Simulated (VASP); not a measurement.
# AlN (Fm-3m) in VASP: Born charges and dielectric tensor with LDA

Aim: the Born charges and dielectric tensor of AlN with LDA.

Everything below comes from runs of VASP 6.6.1. Logs are shortened: lines on timing, memory, paths and dates and some standing lists are left out, and cuts for length are marked.

## (1) The crystal as given

It takes space group Fm-3m (No. 225, cubic). The conventional cell has a = 4.014 Å, b = 4.014 Å, c = 4.014 Å, α = 90.00°, β = 90.00°, γ = 90.00°. Al (site symmetry m-3m) has 6 N at 2.01 Å as nearest neighbours. N (site symmetry m-3m) has 6 Al at 2.01 Å as nearest neighbours.

Measurements of this composition are mostly on another form, of space group No. 186.

## (2) Born charges and dielectric tensor, LDA

File INCAR:

```
PREC = Accurate ; ENCUT = 600
EDIFF = 1E-8 ; ISMEAR = 0
SIGMA = 0.02 ; LREAL = F
LASPH = T ; NELM = 60
ALGO = Normal ; ISIF = 2
LWAVE = F ; LCHARG = F
LEPSILON = T ; IBRION = 8
NSW = 1
```

File KPOINTS:

```
Automatic mesh
0
Gamma
  4 4 4
```

File POSCAR:

```
AlN
1.0
    0.0000000000      2.0068500000      2.0068500000
    2.0068500000      0.0000000000      2.0068500000
    2.0068500000      2.0068500000      0.0000000000
Al N
1 1
Direct
    0.5000000000      0.5000000000      0.5000000000
    0.0000000000      0.0000000000      0.0000000000
```

Potentials or basis: VASP PAW LDA potentials, release 64 (Al, N).

On the command line:

```console
$ cat potpaw_LDA.64/Al/POTCAR potpaw_LDA.64/N/POTCAR > POTCAR
$ mpirun -np 1 vasp_std > vasp.out
```

OUTCAR:

```text
PREC = Accurate
   ENCUT = 600
   EDIFF = 1E-8
   ISMEAR = 0
   LREAL = F
   LASPH = T
   NELM = 60
   ISIF = 2
   LEPSILON = T
   IBRION = 8
   NSW = 1

 ion  position               nearest neighbor table
   1  0.500  0.500  0.500-   2 2.01   2 2.01   2 2.01   2 2.01   2 2.01   2 2.01
   2  0.000  0.000  0.000-   1 2.01   1 2.01   1 2.01   1 2.01   1 2.01   1 2.01

  LATTYP: Found a face centered cubic cell.
 ALAT       =     4.0137000000

  Lattice vectors:

 A1 = (   0.0000000000,   2.0068500000,   2.0068500000)
 A2 = (   2.0068500000,   0.0000000000,   2.0068500000)
 A3 = (   2.0068500000,   2.0068500000,   0.0000000000)

Analysis of symmetry for initial positions (statically):
=====================================================================
 Subroutine PRICEL returns:
 Original cell was already a primitive cell.

 Routine SETGRP: Setting up the symmetry group for a
 face centered cubic supercell.

 Subroutine GETGRP returns: Found 48 space group operations
 (whereof 48 operations were pure point group operations)
 out of a pool of 48 trial point group operations.

The static configuration has the point symmetry O_h .

Analysis of symmetry for dynamics (positions and initial velocities):
=====================================================================
 Subroutine PRICEL returns:
 Original cell was already a primitive cell.

 Routine SETGRP: Setting up the symmetry group for a
 face centered cubic supercell.

 Subroutine GETGRP returns: Found 48 space group operations
 (whereof 48 operations were pure point group operations)
 out of a pool of 48 trial point group operations.

The dynamic configuration has the point symmetry O_h .

 Subroutine INISYM returns: Found 48 space group operations
 (whereof 48 operations are pure point group operations),
 and found     1 'primitive' translations
[... 303 lines left out ...]
    -0.02676  0.00000  0.00000
    -0.00000  0.01399 -0.00000
     0.00000 -0.00000  0.01399

 MACROSCOPIC STATIC DIELECTRIC TENSOR (including local field effects in DFT)
 ------------------------------------------------------
           6.135761    -0.000000    -0.000000
          -0.000000     6.135761     0.000000
          -0.000000     0.000000     6.135761
 ------------------------------------------------------

 PIEZOELECTRIC TENSOR (including local field effects)  for field in x, y, z        (e  Angst)
          XX          YY          ZZ          XY          YZ          ZX
  --------------------------------------------------------------------------------
  x     0.00000     0.00000     0.00000     0.00000     0.00000     0.00000
  y     0.00000     0.00000     0.00000     0.00000     0.00000     0.00000
  z     0.00000     0.00000     0.00000     0.00000     0.00000     0.00000

 PIEZOELECTRIC TENSOR (including local field effects)  for field in x, y, z        (C/m^2)
          XX          YY          ZZ          XY          YZ          ZX
  --------------------------------------------------------------------------------
  x     0.00000     0.00000     0.00000     0.00000     0.00000     0.00000
  y     0.00000     0.00000     0.00000     0.00000     0.00000     0.00000
  z     0.00000     0.00000     0.00000     0.00000     0.00000     0.00000

 BORN EFFECTIVE CHARGES (including local field effects) (in |e|, cummulative output)
 ---------------------------------------------------------------------------------
 ion    1
    1     3.18230     0.00000    -0.00000
    2    -0.00000     3.18230    -0.00000
    3     0.00000    -0.00000     3.18230
 ion    2
    1    -3.18230    -0.00000     0.00000
    2     0.00000    -3.18230     0.00000
    3     0.00000     0.00000    -3.18230

 INTERNAL STRAIN TENSOR FOR ION    2 for displacements in x,y,z  (eV/Angst):
          X           Y           Z          XY          YZ          ZX
  --------------------------------------------------------------------------------
  x     0.00000     0.00000     0.00000     0.00000     0.00000     0.00000
  y     0.00000     0.00000     0.00000     0.00000     0.00000     0.00000
  z     0.00000     0.00000     0.00000     0.00000     0.00000     0.00000

 SECOND DERIVATIVES (NOT SYMMETRIZED)
 ------------------------------------
               1X          1Y          1Z          2X          2Y          2Z
  1X    -7.736356    0.000000    0.000000    7.736356    0.000000    0.000000
  1Y     0.000000   -7.736356    0.000000    0.000000    7.736356    0.000000
  1Z     0.000000    0.000000   -7.736356    0.000000    0.000000    7.736356
  2X     7.738246    0.000000    0.000000   -7.738246    0.000000    0.000000
  2Y     0.000000    7.738246    0.000000    0.000000   -7.738246    0.000000
  2Z     0.000000    0.000000    7.738246    0.000000    0.000000   -7.738246

 Eigenvectors and eigenvalues of the dynamical matrix
 ----------------------------------------------------

   1 f  =   14.323261 THz    89.995701 2PiTHz  477.772549 cm-1    59.236220 meV
             X         Y         Z           dx          dy          dz
      2.006850  2.006850  2.006850     0.000000   -0.584451   -0.000000
      0.000000  0.000000  0.000000    -0.000000    0.811429    0.000000
[... 21 lines left out ...]
   6 f/i=    0.000830 THz     0.005212 2PiTHz    0.027670 cm-1     0.003431 meV
             X         Y         Z           dx          dy          dz
      2.006850  2.006850  2.006850     0.000000    0.000000    0.811429
      0.000000  0.000000  0.000000     0.000000    0.000000    0.584451

--------------------------------------------------------------------------------------------------------

 MACROSCOPIC STATIC DIELECTRIC TENSOR IONIC CONTRIBUTION
 ------------------------------------------------------
          14.651574    -0.000000    -0.000000
          -0.000000    14.651574    -0.000000
          -0.000000    -0.000000    14.651574
 ------------------------------------------------------

 ELASTIC MODULI CONTR FROM IONIC RELAXATION (kBar)
 Direction    XX          YY          ZZ          XY          YZ          ZX
 --------------------------------------------------------------------------------
 XX           0.0000      0.0000      0.0000      0.0000      0.0000      0.0000
 YY           0.0000      0.0000      0.0000      0.0000      0.0000      0.0000
 ZZ           0.0000      0.0000      0.0000      0.0000      0.0000      0.0000
 XY           0.0000      0.0000      0.0000      0.0000      0.0000      0.0000
 YZ           0.0000      0.0000      0.0000      0.0000      0.0000      0.0000
 ZX           0.0000      0.0000      0.0000      0.0000      0.0000      0.0000
 --------------------------------------------------------------------------------

 PIEZOELECTRIC TENSOR IONIC CONTR  for field in x, y, z        (C/m^2)
          XX          YY          ZZ          XY          YZ          ZX
  --------------------------------------------------------------------------------
  x     0.00000     0.00000     0.00000     0.00000     0.00000     0.00000
  y     0.00000     0.00000     0.00000     0.00000     0.00000     0.00000
  z     0.00000     0.00000     0.00000     0.00000     0.00000     0.00000
```

It took 15 s on 1 thread of Intel Xeon Platinum 8488C (Sapphire Rapids), shared host; peak memory 0.13 GiB.

What came out:

```
Band gap on the k mesh                                  : 4.62 eV, indirect (least direct gap 6.07 eV)
Electronic dielectric tensor (diagonal)                 : 6.14
Born charges (mean of the diagonal)                     : Al +3.18; N -3.18 e
Highest phonon frequency at Γ, LO-TO splitting left out : 478 cm⁻¹
```

Phonon frequencies in cm⁻¹ (negative: imaginary):
| q point | frequencies |
| --- | --- |
| (0.000, 0.000, 0.000) | 0 0 0 478 478 478 |

Electronic dielectric tensor:
```
6.14 0.00 0.00
0.00 6.14 0.00
0.00 0.00 6.14
```

Born effective charge tensors (e):
atom 1, Al
```
3.18 0.00 0.00
0.00 3.18 0.00
0.00 0.00 3.18
```
atom 2, N
```
-3.18  0.00  0.00
 0.00 -3.18  0.00
 0.00  0.00 -3.18
```

Caveat: the k mesh is coarse (spacing up to 0.68 Å⁻¹), so the values aren't converged. A k mesh can miss the band edges.
